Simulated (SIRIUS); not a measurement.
TaN:

```
CELL_PARAMETERS angstrom
0.00000 2.21132 2.21132
2.21132 0.00000 2.21132
2.21132 2.21132 0.00000
ATOMIC_POSITIONS crystal
Ta 0.50000 0.50000 0.50000
N 0.00000 0.00000 0.00000
```

The cell comes from a database or a generator and needn't be the stable form of this composition.

| Item | Value |
| --- | --- |
| Program | SIRIUS 7.10.0 |
| Task | single point |
| Functional | PBE |
| Potentials or basis | PseudoDojo 0.4.1 PBE standard (scalar relativistic) |
| Cutoff | 1152 eV |
| Density cutoff | 4606 eV |
| k mesh | 10 × 10 × 10 |
| Occupations | fermi-dirac, width 0.05 eV |
| Spin | no spin polarisation |

On this cell: pressure -1.6 GPa; largest force zero by symmetry; band gap on the k mesh none (metal or under the smearing width).

The same run follows on a disturbed copy (atoms moved at random, drawn with an rms of 0.05 Å):

```
Ta N
1.0
     0.00000    2.21132    2.21132
     2.21132    0.00000    2.21132
     2.21132    2.21132    0.00000
Ta N
1 1
Cartesian
  2.2405 2.3053 2.2063
  0.0022 0.0062 -0.0610
```

Problem. What changes?

Solution. The energy (extrapolated to zero smearing) moves by +20.5 meV/atom; pressure 0.1 GPa; largest force 0.814 eV/Å; band gap on the k mesh none (metal or under the smearing width).

Forces in eV/Å, atoms in the order of the input:
```
Ta  -0.202 -0.661 -0.430
N    0.202  0.661  0.430
```

Stress tensor (GPa, compression positive):
```
-1.00 -0.17 -0.07
-0.17  1.52 -0.30
-0.07 -0.30 -0.10
```
